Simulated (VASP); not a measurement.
# Se (P3_221) in VASP: further runs

Runs on Se. Level: PBE. Tasks: single point.

All numbers are computed with VASP 6.6.1; they aren't measurements. Logs are shortened: lines on timing, memory, paths and dates and some standing lists are left out, and cuts for length are marked.

## (1) The crystal as given

The structure is trigonal, space group P3_221 (No. 154). Conventional cell: a = 4.355 Å, b = 4.355 Å, c = 4.949 Å, α = 90.00°, β = 90.00°, γ = 120.00°. Se (site symmetry 2) has 2 Se at 2.32 Å as nearest neighbours.

## (2) Single point, PBE

Contents of INCAR:

```
SYSTEM = Se
PREC     = Accurate       ! precision mode
ENCUT    = 400            ! plane-wave cutoff, eV
EDIFF    = 1E-4           ! SCF threshold, eV
ISMEAR   = 0              ! smearing method
SIGMA    = 0.05           ! smearing width, eV
LREAL    = .FALSE.        ! projectors in reciprocal space
LASPH    = .TRUE.         ! aspherical terms in the spheres
NELM     = 100            ! most SCF steps
ALGO     = Normal         ! electronic algorithm
ISIF     = 2              ! what is computed and relaxed
LWAVE    = .FALSE.        ! write WAVECAR
LCHARG   = .FALSE.        ! write CHGCAR
GGA      = PE             ! functional
NBANDS   = 16             ! bands
ADDGRID  = .FALSE.
```

Contents of KPOINTS:

```
Automatic mesh
0
G
  6 6 5
  0 0 0
```

Contents of POSCAR:

```
Se
1.0
    4.3551700000      0.0000000000      0.0000000000
   -2.1775850000      3.7716878578      0.0000000000
    0.0000000000      0.0000000000      4.9494500000
Se
3
Direct
    0.7830000000      0.7830000000      0.5000000000
    0.0000000000      0.2170000000      0.8333333333
    0.2170000000      0.0000000000      0.1666666667
```

Potentials or basis: VASP PAW PBE potentials, release 64 (Se).

Started as:

```bash
$ cat potpaw_PBE.64/Se/POTCAR > POTCAR
$ mpirun -np 1 vasp_std > vasp.out
```

OUTCAR:

```text
SYSTEM = Se
   PREC = Accurate
   ENCUT = 400
   EDIFF = 1E-4
   ISMEAR = 0
   LREAL = .FALSE.
   LASPH = .TRUE.
   NELM = 100
   ISIF = 2
   GGA = PE

 Found     27 irreducible k-points:

 Following reciprocal coordinates:
            Coordinates               Weight
  0.000000  0.000000  0.000000      1.000000
  0.166667  0.000000  0.000000      6.000000
  0.333333  0.000000  0.000000      6.000000
  0.500000  0.000000  0.000000      3.000000
  0.166667  0.166667  0.000000      6.000000
  0.333333  0.166667  0.000000     12.000000
   k-points           NKPTS =     27   k-points in BZ     NKDIM =     27   number of bands    NBANDS=     16
   number of dos      NEDOS =    301   number of ions     NIONS =      3
   total plane-waves  NPLWV =  25088
   dimension x,y,z NGX =    28 NGY =   28 NGZ =   32
   dimension x,y,z NGXF=    56 NGYF=   56 NGZF=   64
   ions per type =               3
   NGX,Y,Z   is equivalent  to a cutoff of  10.69, 10.69, 10.75 a.u.
   NGXF,Y,Z  is equivalent  to a cutoff of  21.38, 21.38, 21.50 a.u.
 SYSTEM =  Se
   PREC   = accura    normal or accurate (medium, high low for compatibility)
   ISTART =      0    job   : 0-new  1-cont  2-samecut
   ICHARG =      2    charge: 1-file 2-atom 10-const
   ISPIN  =      1    spin polarized calculation?
   LNONCOLLINEAR =      F non collinear calculations
   LSORBIT =      F    spin-orbit coupling
   LASPH  =      T    aspherical Exc in radial PAW
   ENCUT  =  400.0 eV  29.40 Ry    5.42 a.u.   7.10  7.10  8.07*2*pi/ulx,y,z
   NELM   =    100;   NELMIN=  2; NELMDL= -5     # of ELM steps
   EDIFF  = 0.1E-03   stopping-criterion for ELM
   LREAL  =      F    real-space projection
   EDIFFG = 0.1E-02   stopping-criterion for IOM
   NSW    =      0    number of steps for IOM
   IBRION =     -1    ionic relax: 0-MD 1-quasi-New 2-CG
[... 14 lines left out ...]
     AMIX     =   0.40;   BMIX     =  1.00
     AMIX_MAG =   1.60;   BMIX_MAG =  1.00
  volume/ion in A,a.u.               =      27.10       182.88
  Fermi-wavevector in a.u.,A,eV,Ry     =   0.990375  1.871538 13.345178  0.980843
  Thomas-Fermi vector in A             =   2.122041
   LORBIT       =      0    0 simple, 1 ext, 2 COOP (PROOUT), +10 PAW based schemes
   GGA     = PE    functional components
[... 5 lines left out ...]
 non-spin polarized calculation
 Gauss-broadening in eV      SIGMA  =   0.05
  energy-cutoff  :      400.00
  volume of cell :       81.30
 maximum number of plane-waves:      1492
   NGX = 15   NGY = 15   NGZ = 17

 number of electron      17.9999998 magnetization

 Free energy of the ion-electron system (eV)
  ---------------------------------------------------
  ext. energy  EPLUGINS =         0.00000000
  ---------------------------------------------------
  free energy    TOTEN  =       -10.37020336 eV

  energy without entropy =      -10.37020336  energy(sigma->0) =      -10.37020336

 E-fermi :   2.9008     XC(G=0):  -8.8334

 val. band max:        2.6507960859   @ k =   0.3333   0.1667   0.4000
 cond. band min:       4.0917705632   @ k =   0.3333   0.3333   0.4000
 fundamental gap:      1.4409744773
 Fermi energy:         2.9008346939

 k-point     1 :       0.0000    0.0000    0.0000
  band No.  band energies     occupation
      1     -13.3927      2.00000
      2      -9.0805      2.00000
      3      -9.0805      2.00000
      4      -1.2341      2.00000
      5      -1.2341      2.00000
      6      -1.0300      2.00000
      7       0.5680      2.00000
      8       0.5680      2.00000
      9       2.3487      2.00000
     10       4.8138      0.00000
     11       4.8138      0.00000
     12       5.2079      0.00000
     13       8.7760      0.00000
     14       9.1471      0.00000
     15       9.1471      0.00000
     16      11.1145      0.00000

 k-point     2 :       0.1667    0.0000    0.0000
  band No.  band energies     occupation
      1     -13.2966      2.00000
      2      -9.1660      2.00000
      3      -9.0656      2.00000
      4      -1.9243      2.00000
      5      -1.5332      2.00000
      6      -0.8331      2.00000
      7       0.5787      2.00000
      8       0.9328      2.00000
      9       2.1218      2.00000
     10       4.7547      0.00000
     11       4.8335      0.00000
     12       5.5015      0.00000
     13       8.7087      0.00000
     14       9.0561      0.00000
     15      10.0396      0.00000
     16      11.0867      0.00000

 k-point     3 :       0.3333    0.0000    0.0000
  band No.  band energies     occupation
      1     -13.0826      2.00000
      2      -9.3800      2.00000
      3      -9.0352      2.00000
      4      -2.4851      2.00000
      5      -1.9237      2.00000
      6      -0.8383      2.00000
      7       0.3150      2.00000
      8       0.8645      2.00000
      9       1.7955      2.00000
     10       4.8389      0.00000
     11       5.1907      0.00000
     12       6.3570      0.00000
     13       8.4518      0.00000
     14       9.3453      0.00000
     15      11.2716      0.00000
     16      12.1131      0.00000

 k-point     4 :       0.5000    0.0000    0.0000
  band No.  band energies     occupation
      1     -12.9614      2.00000
      2      -9.5118      2.00000
      3      -9.0195      2.00000
      4      -2.6280      2.00000
      5      -2.0835      2.00000
      6      -0.6973      2.00000
      7      -0.1991      2.00000
      8       0.7998      2.00000
      9       1.6963      2.00000
     10       4.8345      0.00000
     11       5.3707      0.00000
     12       7.0871      0.00000
     13       8.1442      0.00000
     14      10.3542      0.00000
     15      12.4045      0.00000
     16      12.4679      0.00000

 k-point     5 :       0.1667    0.1667    0.0000
  band No.  band energies     occupation
      1     -13.1398      2.00000
      2      -9.2884      2.00000
      3      -9.0764      2.00000
      4      -2.3094      2.00000
      5      -1.9908      2.00000
      6      -0.6874      2.00000
      7       0.4005      2.00000
      8       0.9269      2.00000
      9       1.7216      2.00000
     10       4.9859      0.00000
     11       5.2189      0.00000
     12       5.9292      0.00000
     13       8.5136      0.00000
     14       9.2932      0.00000
     15      10.7890      0.00000
     16      11.4836      0.00000

 k-point     6 :       0.3333    0.1667    0.0000
  band No.  band energies     occupation
      1     -12.9637      2.00000
      2      -9.4268      2.00000
      3      -9.1098      2.00000
      4      -2.5382      2.00000
      5      -2.2247      2.00000
      6      -0.5559      2.00000
      7      -0.0152      2.00000
      8       0.5833      2.00000
      9       1.4134      2.00000
     10       5.1841      0.00000
     11       5.7911      0.00000
     12       6.6765      0.00000
     13       8.5178      0.00000
     14       9.7932      0.00000
     15      11.7834      0.00000
     16      12.2539      0.00000

 [... further k-points ...]

------------------------ aborting loop because EDIFF is reached ----------------------------------------

  FORCE on cell =-STRESS in cart. coord.  units (eV):
  Direction    XX          YY          ZZ          XY          YZ          ZX
  --------------------------------------------------------------------------------------
  -------------------------------------------------------------------------------------
  Total        2.4110807      2.4110807      3.8426708      0.0000000      0.0000000      0.0000000
  in kB       47.5143219     47.5143219     75.7261646      0.0000000      0.0000000      0.0000000
  external PRESSURE =      56.9182695 kB  Pullay stress =       0.0000000 kB

 VOLUME and BASIS-vectors are now :
 -----------------------------------------------------------------------------
  energy-cutoff  :      400.00
  volume of cell :       81.30
      direct lattice vectors                 reciprocal lattice vectors
     4.355170000  0.000000000  0.000000000     0.229612162  0.132566644  0.000000000
    -2.177585000  3.771687858  0.000000000     0.000000000  0.265133287  0.000000000
     0.000000000  0.000000000  4.949450000     0.000000000  0.000000000  0.202042651

 POSITION                                       TOTAL-FORCE (eV/Angst)
 -----------------------------------------------------------------------------------
      1.70505      2.95323      2.47472        -0.593156     -1.027377      0.000000
     -0.47254      0.81846      4.12454        -0.593156      1.027377      0.000000
      0.94507      0.00000      0.82491         1.186312     -0.000000     -0.000000
 -----------------------------------------------------------------------------------
    total drift:                                0.000002      0.000004      0.000000

  FREE ENERGIE OF THE ION-ELECTRON SYSTEM (eV)
  ---------------------------------------------------
  free  energy   TOTEN  =       -10.3702033582 eV

  energy  without entropy=      -10.3702033582  energy(sigma->0) =      -10.37020336
```

Run time: 7.1 s. Hardware: 1 thread of Intel Xeon 6975P-C (Granite Rapids), shared host; peak memory 0.16 GiB.

These settings aren't checked as converged: the numbers below hold their error.

Results:

* Free energy: -10.3702 eV
* Pressure: 5.7 GPa
* Largest force: 1.186 eV/Å
* Band gap on the k mesh: 1.44 eV, indirect (least direct gap 1.46 eV)

Caveat: an odd mesh through Γ misses points on the zone boundary, where band edges often lie; forces of over 1 eV/Å show positions far from the minimum, so gaps and moduli don't describe the material at rest.

## (3) Single point, PBE

INCAR, as its differences from that of step 2:

```diff
@@ -3,3 +3,3 @@
 ENCUT    = 400            ! plane-wave cutoff, eV
-EDIFF    = 1E-4           ! SCF threshold, eV
+EDIFF    = 1E-5           ! SCF threshold, eV
 ISMEAR   = 0              ! smearing method
```

KPOINTS is that of step 2.

POSCAR is that of step 2.

Potentials or basis: VASP PAW PBE potentials, release 64 (Se).

Started as:

```bash
$ cat potpaw_PBE.64/Se/POTCAR > POTCAR
$ mpirun -np 1 vasp_std > vasp.out
```

Run time: 7.9 s. Hardware: 1 thread of Intel Xeon 6975P-C (Granite Rapids), shared host; peak memory 0.16 GiB.

The run converged, but some of its settings lie outside the range that counts as converged, so its numbers aren't taken as properties of the crystal.

What came out:

```yaml
Free_energy: -10.3702 eV
Pressure: 5.7 GPa
Largest_force: 1.186 eV/Å
Band_gap_on_the_k_mesh: 1.44 eV, indirect (least direct gap 1.46 eV)
```

Caveat: an odd mesh through Γ misses points on the zone boundary, where band edges often lie; forces of over 1 eV/Å show positions far from the minimum, so gaps and moduli don't describe the material at rest.

(Part 1 of 2 ends here.)
